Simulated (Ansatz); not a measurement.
A film clamped to a substrate in KI

The calculation used DFT r2SCAN, scalar-relativistic, plane waves, PAW in Ansatz. The runs took a 500 eV cutoff, a Γ-centred 6×6×6 mesh and Gaussian smearing (0.05 eV). Spin–orbit coupling is left out, which matters for the heavy elements here. No spin polarisation. Energies are free energies at this smearing, counted from the undisturbed cell; pressure is positive in compression.

Zero of the scan (as given, not relaxed at this level; it stands at 0.2 GPa):

```
K I
1.0
     0.00000    3.52455    3.52455
     3.52455    0.00000    3.52455
     3.52455    3.52455    0.00000
K I
1 1
Direct
  0.00000 0.00000 0.00000
  0.50000 0.50000 0.50000
```

The cell (2 atoms, V0 = 87.57 Å³) is strained by p along both x and y and by q along z, fractional coordinates fixed. τp = (1/V0) ∂E/∂p = (σxx + σyy)(1 + p)(1 + q) and τq = (1/V0) ∂E/∂q = σzz(1 + p)², with tension positive.

```
     p q  ΔE (meV/atom)  τp (GPa)  τq (GPa)
 0.000   0.000           0.00     -0.48     -0.24
-0.040   0.000          24.37     -4.29     -0.50
 0.040   0.000           8.37      1.80      0.04
 0.000  -0.040          11.41     -0.76     -2.00
 0.000   0.040           3.48     -0.21      0.78
```

Task: Get the second derivatives of the energy density.

Result: Central differences give A = ∂τp/∂p = 76 GPa (C11 + C22 + 2 C12), C = ∂τq/∂q = 35 GPa (C33) and the cross term B = ∂τq/∂p = 6.8 GPa (C13 + C23); ∂τp/∂q = 6.8 GPa must equal B, and any difference shows higher-order terms. Steps this large leave an error of some per cent of A or C in all of these, which can swamp a small B. The ions are clamped. In a cubic crystal C11 = C = 35, C12 = B/2 = 3.4 GPa and A should be 2(C11 + C12) = 76 GPa; the bulk modulus is (C11 + 2 C12)/3 = 13.8 GPa.

Task: A film of this crystal grows with z along the normal on a substrate that imposes p. How does its thickness respond, and what does the misfit cost?

Result: Count p and q from the stress-free cell. A free surface needs τq = 0, so q = −(B/C) p = -0.20 p. The energy density left is (A − B²/C) p²/2 = M p², with the biaxial modulus M = 37 GPa; a misfit of 1 % costs 1.02 meV/atom, against 1.04 meV/atom if the thickness were held.

At p = -0.080 the energies along q are 161.8 (q = -0.080), 119.4 (q = -0.040), 102.3 (q = 0.000), 100.4 (q = 0.040), 107.1 (q = 0.080) meV/atom.

Task: Does the linear rule hold at this misfit?

Result: A parabola through the lowest point and its neighbours has its minimum at q = 0.029, 100.1 meV/atom. With the stress left in the starting cell, τp0 and τq0, linear elasticity gives q = −(τq0 + Bp)/C = 0.023 and E = V0(τp0 p + τq0 q + Ap²/2 + Bpq + Cq²/2)/N = 74.7 meV/atom. The energies differ by more than a tenth, so the quadratic law fails here: the gap holds the anharmonic part, with some error from the wide steps. Cubic terms also shift the vertex of so wide a parabola.